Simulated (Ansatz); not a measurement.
Squeezing Au (bcc type)

```yaml
crystal:
  lattice:
    - [-1.65100, 1.65100, 1.65100]
    - [1.65100, -1.65100, 1.65100]
    - [1.65100, 1.65100, -1.65100]
  atoms:
    - { symbol: Au, position: [0.00000, 0.00000, 0.00000] }
```

The cell comes from a relaxation on PAW files under the same functional, begun from a prototype that needn't be the stable phase.

Its volume is scaled at fixed shape and fractional positions.

Computed with Ansatz 0.2.0; functional PBE, scalar-relativistic. Settings: a Γ-centred 16×16×16 k mesh, Fermi–Dirac smearing of 0.08 eV, no spin polarisation. Methods: LAPW: all electrons, basis error target 1 meV/atom; PAW: frozen-core files, cutoff 420 eV; crystal datasets: all electrons, by PAW datasets that the program makes for each cell; norm-conserving: pseudopotentials, cutoff 1034 eV; PAW (partial waves polarizable): frozen-core files, cutoff 420 eV.

Energies are extrapolated to zero smearing and count from the unscaled cell; pressure is positive in compression; gaps take the mesh and a band path. No temperature or zero-point motion is included.

Spin–orbit coupling is left out, which matters for the heavy atoms.

| V/V0 | V (Å³/atom) | P LAPW (GPa) | ΔE LAPW (eV/atom) | P PAW − LAPW (GPa) | ΔE PAW − LAPW (meV/atom) |
| --- | --- | --- | --- | --- | --- |
| 1.00 | 18.00 | -0.01 | 0.000 | 0.01 | 0.0 |
| 0.88 | 15.84 | 25.7 | 0.148 | 0.04 | 0.3 |
| 0.78 | 14.04 | ? | ? | ? | ? |
| 0.68 | 12.24 | 160.5 | 1.902 | 0.08 | 1.9 |
| 0.58 | 10.44 | 347.1 | 4.622 | 0.10 | 2.9 |
| 0.50 | 9.00 | 648.8 | 8.949 | 0.17 | 4.1 |
| 0.43 | 7.74 | 1154 | 15.830 | -0.04 | 5.1 |

Problem. Fit the Vinet equation to the LAPW pressures shown (residuals weighted by 1/(|P| + 0.03·Pmax)), and predict the pressure of the withheld row.

Solution. The fit gives V0 = 18.01 Å³/atom, B0 = 136 GPa and B0′ = 6.11. At 14.04 Å³/atom, x = (V/V0)^(1/3) = 0.9204, and P = 3·B0·(1 − x)/x²·exp[1.5·(B0′ − 1)·(1 − x)] = 70.4 GPa. The run itself gave 70.7 GPa (-0.4 % off) and ΔE = 0.661 eV/atom.

Problem. From the table, what is the rise of the enthalpy H = E + pV up to the last row, and how stiff is the crystal between the last two rows?

Solution. ΔH = 15.830 eV + (1154 GPa × 7.74 Å³ + 0.01 GPa × 18.00 Å³) × 0.006242 eV/(GPa·Å³) = 71.60 eV/atom, of which pV makes 78 %. The mean bulk modulus there is −ΔP/Δln V = 3350 GPa.

Problem. At the smallest volume, how far do crystal datasets and norm-conserving and PAW (partial waves polarizable) lie from LAPW in pressure?

Solution. crystal datasets: 0.00 GPa; norm-conserving: +3.85 GPa; PAW (partial waves polarizable): -0.04 GPa, on a LAPW pressure of 1154 GPa.

Problem. How do the Löwdin populations by LAPW change from the unscaled cell to the last row?

Solution. Au 5s 1.99 → 1.95 electrons an atom. These are projections on the shells that the free atoms fill; 0.15 e a cell lies outside them at the start and 0.22 e at the end.
